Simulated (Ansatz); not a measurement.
# TiAl: the cost of one run

All numbers below are computed with Ansatz 0.2.0 (DFT PBE, scalar-relativistic, plane waves, PAW).

### 1 Starting point

The cell holds 20 atoms (Al10Ti10): a = 7.054 Å, b = 7.054 Å, c = 7.054 Å, α = 80.92°, β = 80.92°, γ = 80.92°.

The sites of an ideal bcc lattice, at a guessed lattice constant, take 10 Al, 10 Ti (sublattices apart by semicolons), with a shake of 0.02 Å. Warren-Cowley parameters of the first shell (negative: unlike neighbours preferred): Al-Ti +0.00. In a cell this small the draw can fall short of the order aimed at.

Its coordinates follow in the input file.

### 2 Relaxation without symmetry, coarse mesh

Cell and atoms move without symmetry, on a coarse mesh with loose thresholds.

Input file input.yaml:

```yaml
crystal:
  lattice:
    - [-4.8546489, 4.8546489, -1.6182163]
    - [-4.8546489, -1.6182163, 4.8546489]
    - [1.6182163, 4.8546489, 4.8546489]
  atoms:
    - { symbol: Al, position: [0.6014647137, 0.0973909, 0.1032928534] }
    - { symbol: Al, position: [0.0972017211, 0.6040281056, 0.0964966544] }
    - { symbol: Al, position: [0.6916222357, 0.7029104892, 0.1990952795] }
    - { symbol: Al, position: [0.2976560321, 0.8008252185, 0.2957535746] }
    - { symbol: Al, position: [0.4000693496, 0.3997804765, 0.400969883] }
    - { symbol: Al, position: [0.5004318828, 0.0040712526, 0.4967055399] }
    - { symbol: Al, position: [0.9962907641, 0.4995412232, 0.506611812] }
    - { symbol: Al, position: [0.5989894933, 0.6039342315, 0.5987647388] }
    - { symbol: Al, position: [0.6988427179, 0.2006209023, 0.7051005954] }
    - { symbol: Al, position: [0.7984142556, 0.8015808333, 0.7982703702] }
    - { symbol: Ti, position: [0.9956462877, 0.9978705737, 0.9951526475] }
    - { symbol: Ti, position: [0.4975145284, 0.4995773837, 0.9930140828] }
    - { symbol: Ti, position: [0.1958619537, 0.1984517745, 0.2051797733] }
    - { symbol: Ti, position: [0.8018061692, 0.3019484073, 0.3010199776] }
    - { symbol: Ti, position: [0.1021675721, 0.1042930315, 0.6029702734] }
    - { symbol: Ti, position: [0.9025196258, 0.895975069, 0.4043355406] }
    - { symbol: Ti, position: [0.2023302548, 0.6962200545, 0.7021012308] }
    - { symbol: Ti, position: [0.2961602697, 0.3024501356, 0.7988380175] }
    - { symbol: Ti, position: [0.8979894755, 0.3948940578, 0.9010736893] }
    - { symbol: Ti, position: [0.4046824443, 0.8991671315, 0.9047859056] }
  symmetry: { detect: false }
basis:
  ecutwfc: 420
kpoints:
  mp_grid: { grid: [2, 2, 2], shift: [0.5, 0.5, 0.5] }
hamiltonian:
  xc: pbe
scf:
  occupations: { method: gaussian, width: 0.1 }
  lower_state_search: "off"
output:
  forces: true
  stress: true
  eigenvalues: true
relax:
  adjacent_minimum: "off"
  f_tol: 0.04
  max_steps: 50
  cell: { stress_tol: 0.3 }
```

Command:

```console
> ansatz run input.yaml --threads 4 --pin off --max-ram 9216MiB --backend cpu --events-out ev --progress --plain --runs-dir out
```

What time and memory should one allow on 4 threads of AMD EPYC 7R43 (Zen 3), shared host?

About 65 s, with a peak of 0.95 GiB.
